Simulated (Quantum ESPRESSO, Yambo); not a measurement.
# A GW run on GaN (F-43m) in Yambo, with inputs changed

Aim: change inputs of a GW run on GaN (F-43m) and see what moves.

Calculated with Yambo 5.3.0; PBE and many-body steps on it, plane waves.

## (1) The structure

It takes space group F-43m (No. 216, cubic). The conventional cell has a = 4.507 Å, b = 4.507 Å, c = 4.507 Å, α = 90.00°, β = 90.00°, γ = 90.00°. Nearest to Ga lie 4 N at 1.95 Å. N has 4 Ga at 1.95 Å nearest. Farther neighbours and most contacts between anions are not listed.

Structure file:

```xyz
2
Lattice="0.0000 2.2535 2.2535 2.2535 0.0000 2.2535 2.2535 2.2535 0.0000" Properties=species:S:1:pos:R:3 pbc="T T T"
Ga    0.0000    0.0000    0.0000
N     3.3803    3.3803    3.3803
```

The cell and positions are those that the Materials Project relaxed with its own functionals (PBE, PBE+U or r2SCAN), kept fixed. This is not the form that GaN usually takes at ambient conditions.

## (2) Base

This step: Yambo 5.3.0; G0W0 on PBE, plane waves, norm-conserving pseudopotentials.

G0W0 replaces the xc potential by the self-energy, built once from these orbitals. Only a window of levels is corrected, while the sums run over the empty bands that the input names.

gw2.in reads:

```
HF_and_locXC
gw0
dyson
ppa
em1d
rim_cut
RandQpts= 1000000
RandGvec= 1 RL
EXXRLvcs= 72 Ry
VXCRLvcs= 288 Ry
Chimod= "HARTREE"
% BndsRnXp
 1 | 68 |
%
NGsBlkXp= 10.5 Ry
% LongDrXp
 1 | 1 | 1 |
%
% GbndRnge
 1 | 68 |
%
DysSolver= "n"
ExtendOut
PPAPntXp= 27.21138 eV
% QPkrange
 1 | 1 | 8 | 11 |
%
```

Launch:

```sh
$ OMP_NUM_THREADS=1 mpirun -n 4 yambo -F gw2.in -J gw2 -C gw2 > gw2.log
```

What it wrote:

```text
 Yambo, version 5.3.0

 [02] CORE Variables Setup
 =========================

  [... cell, symmetries and grids as in the set-up ...]

  [02.05] Energies & Occupations
  ==============================

  [X] === General ===
  [X] Electronic Temperature                        :  0.000000  0.000000 [eV K]
  [X] Bosonic    Temperature                        :  0.000000  0.000000 [eV K]
  [X] Finite Temperature mode                       : no
  [X] El. density                                   :  0.78645E+24 [cm-3]
  [X] Fermi Level                                   :  10.59023 [eV]

  [X] === Gaps and Widths ===
  [X] Conduction Band Min                           :  1.758709 [eV]
  [X] Valence Band Max                              :  0.000000 [eV]
  [X] Filled Bands                                  :   9
  [X] Empty Bands                                   :   10  155
  [X] Direct Gap                                    :  1.758709 [eV]
  [X] Direct Gap localized at k                     :  1
  [X] Indirect Gap                                  :  1.758709 [eV]
  [X] Indirect Gap between kpts                     :  1  1
  [X] Last valence band width                       :  3.415581 [eV]
  [X] 1st conduction band width                     :  4.786272 [eV]

 [03] Transferred momenta grid and indexing
 ==========================================

 IBZ Q-points                                      :  16
 BZ  Q-points                                      :  216

 K/Q-points units:
 rlu = crystal or reduced units; cc = cartesian coordinates; iku = interal k-units

 Q [ 1]         [rlu]:  0.000000  0.000000  0.000000
 Q [ 2]         [rlu]:  0.28534E-17  0.28534E-17  0.16667
 Q [ 3]         [rlu]:  0.57068E-17  0.57068E-17  0.33333
 Q [ 4]         [rlu]: -0.21514E-16 -0.21514E-16 -0.50000
 Q [ 5]         [rlu]: -0.28532E-17  0.16667      0.16667
 Q [ 6]         [rlu]: -0.16186E-17  0.16667      0.33333
 Q [ 7]         [rlu]: -0.41609E-17  0.16667      0.50000
 Q [ 8]         [rlu]: -0.21514E-16  0.16667     -0.33333
 Q [ 9]         [rlu]:  0.32371E-17  0.16667     -0.16667
 Q [10]         [rlu]: -0.57063E-17  0.33333      0.33333
     [... 4 further rows ...]
 Q [15]         [rlu]:  0.166667  0.333333 -0.333333
 Q [16]         [rlu]:  0.166667 -0.500000 -0.333333

 [04] Coloumb potential Random Integration (RIM)
 ===============================================

  [04.01] RIM initialization
  ==========================

  * Diagonal components only detected *

  8 x (sBL volume)        :  0.059481 [a.u.]
  sBZ random points       :  1000000
  Points outside the sBZ  :   7996195
  RL volume               :  1.605979 [a.u.]
  Integrated volume       :  1.606744 [a.u.]

  [04.02] RIM integrals
  =====================

  Gamma point sphere radius             :  0.070807 [a.u.]
  Points outside the sphere             :   799659
  [Int_sBZ(q=0) 1/q^2]*(Vol_sBZ)^(-1/3) =:  7.764404
                                 should be <:  7.795600

  Summary of Coulomb integrals for non-metallic bands |Q|[au] RIM/Bare

  Q [1] 0.100000E-4 0.995998 * Q [2] 0.212962 1.064319
  Q [5] 0.245908 1.063520 * Q [9] 0.347766 1.026772
  Q [6] 0.407792 1.019084 * Q [3] 0.425925 1.016617
  Q [10] 0.491815 1.013507 * Q [8] 0.535943 1.011324
  Q [14] 0.549866 1.010344 * Q [7] 0.602348 1.008581
  Q [11] 0.638887 1.007858 * Q [4] 0.638887 1.008039
  Q [12] 0.695532 1.006949 * Q [15] 0.727405 1.006369
  Q [13] 0.737723 1.006174 * Q [16] 0.777628 1.005499

 [WARNING] [Xp] User bands 1-68 break level degeneracy

 [05] Dipoles
 ============

  [05.01] Setup: observables and procedures
  =========================================

 [06] Dynamic Dielectric Matrix (PPA)
 ====================================

 [WR./gw2//ndb.pp]---------------------------------------------------------------
  Brillouin Zone Q/K grids (IBZ/BZ)                :   16  216   16  216
  RL vectors                                       :  2109 [WF]
  Coulomb cutoff potential                         : none
  Electronic Temperature                           :  0.000000 [K]
  Bosonic    Temperature                           :  0.000000 [K]
  PPA    diel. fun.  energies                      : Perdew, Burke & Ernzerhof(X)+Perdew, Burke & Ernzerhof(C)
  wavefunctions                                    : Perdew, Burke & Ernzerhof(X)+Perdew, Burke & Ernzerhof(C)
  Global Gauge                                     : length
  X matrix size                                    :   89
  X band range                                     :    1   68
  X e/h energy range                               : -1.000000 -1.000000 [eV]
  X Time ordering                                  : R
  X Hxc Kernel                                     : HARTREE
  X Drude frequency                                :  0.000000  0.000000
  X poles                                          :  100.0000 [o/o]
  RL vectors in the sum                            :  2109
  [r,Vnl] included                                 : yes
  Field direction                                  :  0.577350E-5  0.577350E-5  0.577350E-5
  BZ energy Double Grid                            : no
  BZ energy DbGd points                            : 0
  BZ Q point size factor                           : -1.000000
  X Optical Averaged directions                    : none

 [07] Local Exchange-Correlation + Non-Local Fock
 ================================================

 [VXC] Plane waves :  12675
 [EXS] Plane waves :  1687

 QP @ state[ 1 ] K range:  1  1
 QP @ state[ 1 ] b range:   8  11

 [xc] Functional : Perdew, Burke & Ernzerhof(X)+Perdew, Burke & Ernzerhof(C)
 [xc] LIBXC used to calculate xc functional
  PP Number of Atomic Species                      :  2
  NLCC RL compoments                               :  12675
  PP Number of Atomic Species                      :  2
  NLCC RL compoments                               :  12675

 [xc] E_xc :  -11.71164 [Ha]
      E_xc :  -23.42327 [Ry]

  Local XC kind (lXC) : Perdew, Burke & Ernzerhof(X)+Perdew, Burke & Ernzerhof(C)
  Non-Local XC kind (nlXC) : Hartree-Fock

  Corrections @ K [1] :  [eV]
 <8|nlXC|8> = -21.19065 -0.29103E-16 <8|lXC|8> = -18.35590 -0.75527E-15
 <9|nlXC|9> = -21.19062  0.98428E-17 <9|lXC|9> = -18.35590  0.70806E-16
 <10|nlXC|10> = -10.05464  0.18812E-17 <10|lXC|10> = -13.89297 -0.18882E-15
 <11|nlXC|11> = -7.218003  0.74507E-18 <11|lXC|11> = -12.13462  0.18882E-15

 [08] Dyson equation: Newton solver
 ==================================

  [08.01] G0W0 (W PPA)
  ====================

  [  GW  ] Bands range     :    1   68
  [GW/PPA] G damping       :  0.100000 [eV]

  QP @ state[ 1 ] K range:  1  1
  QP @ state[ 1 ] b range:   8  11

   Sc/G bands                                       :    1   68
   Sc/G damping                                     :  0.100000 ev
   Sc bands terminator                              : no
   Sx RL components                                 :  1687

   QP @ state[ 1 ] K range                          :  1  1
   QP @ state[ 1 ] b range                          :   8  11
   GF energies kind                                 : Perdew, Burke & Ernzerhof(X)+Perdew, Burke & Ernzerhof(C)
   GF WF`s kind                                     : Perdew, Burke & Ernzerhof(X)+Perdew, Burke & Ernzerhof(C)
   Xs energies kind                                 : Perdew, Burke & Ernzerhof(X)+Perdew, Burke & Ernzerhof(C)
   Xs WF`s kind                                     : Perdew, Burke & Ernzerhof(X)+Perdew, Burke & Ernzerhof(C)

 [11] Game Over & Game summary
```

Wall time 68 s (4 MPI ranks of Arm Neoverse V1, shared host); peak memory 1.3 GiB.

This step gave:

```
G0W0 gap on the points computed              : 2.029 eV
starting gap on the mesh                     : 1.759 eV
k of the valence top                         : 0, 0, 0
k of the conduction bottom                   : 0, 0, 0
least direct G0W0 gap on the computed points : 2.029 eV
Z at the valence top                         : 0.7946
Z at the conduction bottom                   : 0.8186
```

The gap on the mesh goes from 1.76 eV to 2.03 eV, a correction of +0.27 eV.

## (3) Pole fitted at another frequency

gw7.in reads:

```
HF_and_locXC
gw0
dyson
ppa
em1d
rim_cut
RandQpts= 1000000
RandGvec= 1 RL
EXXRLvcs= 72 Ry
VXCRLvcs= 288 Ry
Chimod= "HARTREE"
% BndsRnXp
 1 | 68 |
%
NGsBlkXp= 10.5 Ry
% LongDrXp
 1 | 1 | 1 |
%
% GbndRnge
 1 | 68 |
%
DysSolver= "n"
ExtendOut
PPAPntXp= 10 eV
% QPkrange
 1 | 1 | 8 | 11 |
%
```

Launch:

```sh
$ OMP_NUM_THREADS=1 mpirun -n 4 yambo -F gw7.in -J gw7 -C gw7 > gw7.log
```

What it wrote:

```text
 Yambo, version 5.3.0

 [02] CORE Variables Setup
 =========================

  [... cell, symmetries and grids as in the set-up ...]

  [02.05] Energies & Occupations
  ==============================

  [X] === General ===
  [X] Electronic Temperature                        :  0.000000  0.000000 [eV K]
  [X] Bosonic    Temperature                        :  0.000000  0.000000 [eV K]
  [X] Finite Temperature mode                       : no
  [X] El. density                                   :  0.78645E+24 [cm-3]
  [X] Fermi Level                                   :  10.59023 [eV]

  [X] === Gaps and Widths ===
  [X] Conduction Band Min                           :  1.758709 [eV]
  [X] Valence Band Max                              :  0.000000 [eV]
  [X] Filled Bands                                  :   9
  [X] Empty Bands                                   :   10  155
  [X] Direct Gap                                    :  1.758709 [eV]
  [X] Direct Gap localized at k                     :  1
  [X] Indirect Gap                                  :  1.758709 [eV]
  [X] Indirect Gap between kpts                     :  1  1
  [X] Last valence band width                       :  3.415581 [eV]
  [X] 1st conduction band width                     :  4.786272 [eV]

 [03] Transferred momenta grid and indexing
 ==========================================

 IBZ Q-points                                      :  16
 BZ  Q-points                                      :  216

 K/Q-points units:
 rlu = crystal or reduced units; cc = cartesian coordinates; iku = interal k-units

 Q [ 1]         [rlu]:  0.000000  0.000000  0.000000
 Q [ 2]         [rlu]:  0.28534E-17  0.28534E-17  0.16667
 Q [ 3]         [rlu]:  0.57068E-17  0.57068E-17  0.33333
[...]
================================================

 [VXC] Plane waves :  12675
 [EXS] Plane waves :  1687

 QP @ state[ 1 ] K range:  1  1
 QP @ state[ 1 ] b range:   8  11

 [xc] Functional : Perdew, Burke & Ernzerhof(X)+Perdew, Burke & Ernzerhof(C)
 [xc] LIBXC used to calculate xc functional
  PP Number of Atomic Species                      :  2
  NLCC RL compoments                               :  12675
  PP Number of Atomic Species                      :  2
  NLCC RL compoments                               :  12675

 [xc] E_xc :  -11.71164 [Ha]
      E_xc :  -23.42327 [Ry]

  Local XC kind (lXC) : Perdew, Burke & Ernzerhof(X)+Perdew, Burke & Ernzerhof(C)
  Non-Local XC kind (nlXC) : Hartree-Fock

  Corrections @ K [1] :  [eV]
 <8|nlXC|8> = -21.19065 -0.29103E-16 <8|lXC|8> = -18.35590 -0.75527E-15
 <9|nlXC|9> = -21.19062  0.98428E-17 <9|lXC|9> = -18.35590  0.70806E-16
 <10|nlXC|10> = -10.05464  0.18812E-17 <10|lXC|10> = -13.89297 -0.18882E-15
 <11|nlXC|11> = -7.218003  0.74507E-18 <11|lXC|11> = -12.13462  0.18882E-15

 [08] Dyson equation: Newton solver
 ==================================

  [08.01] G0W0 (W PPA)
  ====================

  [  GW  ] Bands range     :    1   68
  [GW/PPA] G damping       :  0.100000 [eV]

  QP @ state[ 1 ] K range:  1  1
  QP @ state[ 1 ] b range:   8  11

   Sc/G bands                                       :    1   68
   Sc/G damping                                     :  0.100000 ev
   Sc bands terminator                              : no
   Sx RL components                                 :  1687

   QP @ state[ 1 ] K range                          :  1  1
   QP @ state[ 1 ] b range                          :   8  11
   GF energies kind                                 : Perdew, Burke & Ernzerhof(X)+Perdew, Burke & Ernzerhof(C)
   GF WF`s kind                                     : Perdew, Burke & Ernzerhof(X)+Perdew, Burke & Ernzerhof(C)
   Xs energies kind                                 : Perdew, Burke & Ernzerhof(X)+Perdew, Burke & Ernzerhof(C)
   Xs WF`s kind                                     : Perdew, Burke & Ernzerhof(X)+Perdew, Burke & Ernzerhof(C)

 [11] Game Over & Game summary
```

It took 69 s on 4 MPI ranks; peak memory 1.3 GiB.

Numbers from this step:

```yaml
g0w0_gap_on_the_points_computed: 2.022 eV
starting_gap_on_the_mesh: 1.759 eV
k_of_the_valence_top: 0, 0, 0
k_of_the_conduction_bottom: 0, 0, 0
least_direct_g0w0_gap_on_the_computed_points: 2.022 eV
z_at_the_valence_top: 0.7695
z_at_the_conduction_bottom: 0.7966
```

Against G0W0 in Yambo (6×6×6 mesh, 68 bands, screening to 142.9 eV, Godby-Needs plasmon pole), the gap moves by −0.006 eV.

## (4) More bands than the database holds

gw8.in reads:

```
HF_and_locXC
gw0
dyson
ppa
em1d
rim_cut
RandQpts= 1000000
RandGvec= 1 RL
EXXRLvcs= 72 Ry
VXCRLvcs= 288 Ry
Chimod= "HARTREE"
% BndsRnXp
 1 | 465 |
%
NGsBlkXp= 10.5 Ry
% LongDrXp
 1 | 1 | 1 |
%
% GbndRnge
 1 | 465 |
%
DysSolver= "n"
ExtendOut
PPAPntXp= 27.21138 eV
% QPkrange
 1 | 1 | 8 | 11 |
%
```

Launch:

```sh
$ OMP_NUM_THREADS=1 mpirun -n 4 yambo -F gw8.in -J gw8 -C gw8 > gw8.log
```

What it wrote:

```text
 Yambo, version 5.3.0

 [02] CORE Variables Setup
 =========================

  [... cell, symmetries and grids as in the set-up ...]

  [02.05] Energies & Occupations
  ==============================

  [X] === General ===
  [X] Electronic Temperature                        :  0.000000  0.000000 [eV K]
  [X] Bosonic    Temperature                        :  0.000000  0.000000 [eV K]
  [X] Finite Temperature mode                       : no
  [X] El. density                                   :  0.78645E+24 [cm-3]
  [X] Fermi Level                                   :  10.59023 [eV]

  [X] === Gaps and Widths ===
  [X] Conduction Band Min                           :  1.758709 [eV]
  [X] Valence Band Max                              :  0.000000 [eV]
  [X] Filled Bands                                  :   9
  [X] Empty Bands                                   :   10  155
  [X] Direct Gap                                    :  1.758709 [eV]
  [X] Direct Gap localized at k                     :  1
  [X] Indirect Gap                                  :  1.758709 [eV]
  [X] Indirect Gap between kpts                     :  1  1
  [X] Last valence band width                       :  3.415581 [eV]
  [X] 1st conduction band width                     :  4.786272 [eV]

 [03] Transferred momenta grid and indexing
 ==========================================

 IBZ Q-points                                      :  16
 BZ  Q-points                                      :  216

 K/Q-points units:
 rlu = crystal or reduced units; cc = cartesian coordinates; iku = interal k-units

 Q [ 1]         [rlu]:  0.000000  0.000000  0.000000
 Q [ 2]         [rlu]:  0.28534E-17  0.28534E-17  0.16667
 Q [ 3]         [rlu]:  0.57068E-17  0.57068E-17  0.33333
[...]
Q [ 8]         [rlu]: -0.21514E-16  0.16667     -0.33333
 Q [ 9]         [rlu]:  0.32371E-17  0.16667     -0.16667
 Q [10]         [rlu]: -0.57063E-17  0.33333      0.33333
     [... 4 further rows ...]
 Q [15]         [rlu]:  0.166667  0.333333 -0.333333
 Q [16]         [rlu]:  0.166667 -0.500000 -0.333333

 [04] Coloumb potential Random Integration (RIM)
 ===============================================

  [04.01] RIM initialization
  ==========================

  * Diagonal components only detected *

  8 x (sBL volume)        :  0.059481 [a.u.]
  sBZ random points       :  1000000
  Points outside the sBZ  :   7996195
  RL volume               :  1.605979 [a.u.]
  Integrated volume       :  1.606744 [a.u.]

  [04.02] RIM integrals
  =====================

  Gamma point sphere radius             :  0.070807 [a.u.]
  Points outside the sphere             :   799659
  [Int_sBZ(q=0) 1/q^2]*(Vol_sBZ)^(-1/3) =:  7.764404
                                 should be <:  7.795600

  Summary of Coulomb integrals for non-metallic bands |Q|[au] RIM/Bare

  Q [1] 0.100000E-4 0.995998 * Q [2] 0.212962 1.064319
  Q [5] 0.245908 1.063520 * Q [9] 0.347766 1.026772
  Q [6] 0.407792 1.019084 * Q [3] 0.425925 1.016617
[...]
Q [12] 0.695532 1.006949 * Q [15] 0.727405 1.006369
  Q [13] 0.737723 1.006174 * Q [16] 0.777628 1.005499

 [05] Dipoles
 ============

  [05.01] Setup: observables and procedures
  =========================================

[ERROR] STOP signal received while in[05.01] Setup: observables and procedures
[ERROR] Error in parallel wf distribution (Dipole ic)
```

The job ended after 2.5 s (4 MPI ranks; peak memory 0.96 GiB).

The run stopped with an error after 2.5 s.

The program's words: [ERROR] STOP signal received while in[05.01] Setup: observables and procedures [ERROR] Error in parallel wf distribution (Dipole ic)

The fault put into this input: more bands than the database holds.

## (5) Side by side

Times are wall times on 4 MPI ranks of Arm Neoverse V1, shared host, good to a factor of about two.

| run | mesh | bands | screening cutoff (eV) | DFT gap (eV) | gap on the mesh (eV) | direct (eV) | time |
| --- | --- | --- | --- | --- | --- | --- | --- |
| base | 6×6×6 | 68 | 142.9 | 1.759 | 2.029 | 2.029 | 68 s |
| pole fitted at another frequency | 6×6×6 | 68 | 142.9 | 1.759 | 2.022 | 2.022 | 69 s |

## (6) Results

```json
{
 "base": "2.029 eV",
 "pole fitted at another frequency": "2.022 eV",
 "known limits": "not at the basis limit; exchange with frozen shells missing; no spin-orbit coupling"
}
```

**Reading.** Pole fitted at another frequency: −0.006 eV against base (keys changed: PPAPntXp). Bands and cutoff are finite, so the gap is not at the basis limit. The miss can reach some tenths of an eV and take either sign; the mesh is an error of its own. In the G0W0 runs levels were corrected at 1 k point alone, so a gap called «on the mesh» is the least over those, and an edge elsewhere would be missed. The norm-conserving file of at least one element keeps a d shell over frozen s and p shells of the same row. Exchange with those shells is missing from the self-energy, an error of 0.3 to 0.9 eV in cases checked, whose sign depends on which edge lies on those atoms. The many-body steps are scalar-relativistic: spin-orbit coupling is not in them.

[Paths, hosts, dates, memory and timing lines, banners, echoed tables and standing remarks are left out of the program output.]

[Logs are printed without paths, hosts, clocks, repeated set-up lines and the standing remarks that a program may print on its own settings, such as how far it seeks lower states.]

[Runs of the session that timed out or met a known fault of the program may be left out.]

[Hosts, paths, dates, database ids (printed as entryN), source tags and the programs' standing remarks are cut or masked in the printed files.]
